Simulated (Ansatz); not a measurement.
Ionic part of the dielectric constant of CdSe, mode by mode

Theory: DFT PBE, scalar-relativistic, plane waves, PAW (Ansatz). Settings: 420 eV plane-wave cutoff, Γ-centred 4×4×4 mesh, fixed occupations. No spin polarisation. Phonons by linear response, acoustic sum rule imposed.

Space group Pm-3n (No. 223), cubic, a = 7.617 Å. Cd has 4 Se at 2.69 Å; Se is surrounded by 4 Cd at 2.69 Å.

It was reached by relaxing an invented guess, and it needn't be the stable form of this composition. The run warned that its linear response isn't converged on this k mesh, so dielectric tensors, Born charges and infrared intensities are rough, and the frequencies may be too. Modes under 40 cm⁻¹ are poorly fixed.

The primitive cell has V = 441.86 Å³ and ε∞,yy = 6.349. Each polar mode adds Δε = (4.92064×10⁷/V)·S/ν² along y, with S its oscillator strength in e²/amu, ν in cm⁻¹ and V in Å³.

Task: From these modes, find each Δε and ε0,yy.
| ν (cm⁻¹) | S_yy (e²/amu) |
| --- | --- |
| 44.65 | 0.00224 |
| 150.11 | 0.5104 |
| 169.86 | 0.1787 |

Result:
```
ν (cm⁻¹)    Δε
   44.65  0.13
  150.11  2.52
  169.86  0.69
```

The sum is 3.34, so ε0,yy = 9.69; the run's tensor has 9.69.

Task: Where do the longitudinal modes lie for a wave vector along y?

Result: At 44.93, 162.58, 192.49 cm⁻¹. The Lyddane–Sachs–Teller product Π(ν_LO/ν_TO)² = 1.53 agrees with ε0/ε∞ = 1.53.
